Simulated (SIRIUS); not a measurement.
Runs of SIRIUS 7.10.0 on Sn. Symmetry: Fd-3m, No. 227, cubic system. The conventional cell has a = 6.467 Å, b = 6.467 Å, c = 6.467 Å, α = 90.00°, β = 90.00°, γ = 90.00°. Around Sn (site symmetry -43m) lie 4 Sn at 2.80 Å. This isn't the form of Sn at room conditions, which is tetragonal (white tin).

| task | level | potentials or basis | cell | k mesh | energy tol | density tol | mixer | mixing beta | max scf | mesh quality | gap on the mesh (eV) | pressure (GPa) | relaxed volume (Å³/atom) |
| --- | --- | --- | --- | --- | --- | --- | --- | --- | --- | --- | --- | --- | --- |
| single point | PBEsol | PseudoDojo 0.4.1 PBEsol standard (scalar relativistic) | as given | 7 × 7 × 7 | 1e-08 Ha | 1e-06 | anderson | 0.7 | 100 | not flagged | none | 1.7 | - |
| relaxation of cell and atoms | PBE+D3 | PseudoDojo 0.4.1 PBE standard (scalar relativistic) | relaxed | 3 × 3 × 3 | 1e-08 Ha | 1e-06 | anderson | 0.7 | 100 | coarse | none | 0.0 | (a) |
| relaxation of cell and atoms | PBE+D4 | PseudoDojo 0.4.1 PBE standard (scalar relativistic) | relaxed | 3 × 3 × 3 | 1e-08 Ha | 1e-06 | anderson | 0.7 | 100 | coarse | none | 0.0 | 37.18 |
| relaxation of cell and atoms | PBE+D3(BJ) | PseudoDojo 0.4.1 PBE standard (scalar relativistic) | relaxed | 3 × 3 × 3 | 1e-08 Ha | 1e-06 | anderson | 0.7 | 100 | coarse | none | 0.0 | (b) |
| relaxation of cell and atoms | PBE | PseudoDojo 0.4.1 PBE standard (scalar relativistic) | relaxed | 3 × 3 × 3 | 1e-08 Ha | 1e-06 | anderson | 0.7 | 100 | coarse | none | 0.0 | 38.72 |

Alike in all rows: no spin polarisation; cutoff (eV) 983; smearing fermi-dirac 0.05 eV.

Problem. Estimate the missing entries.

Solution. (a) 38.00; (b) 37.36.

Caveats: some runs use coarse meshes; pairwise dispersion overbinds metals, which lowers pressure and volume (some runs).

A k mesh can miss the band edges, and the runs leave out spin-orbit coupling on Sn.

A gap of «none» marks a metal or a gap under the smearing width.

Not every run made on this cell is shown here.
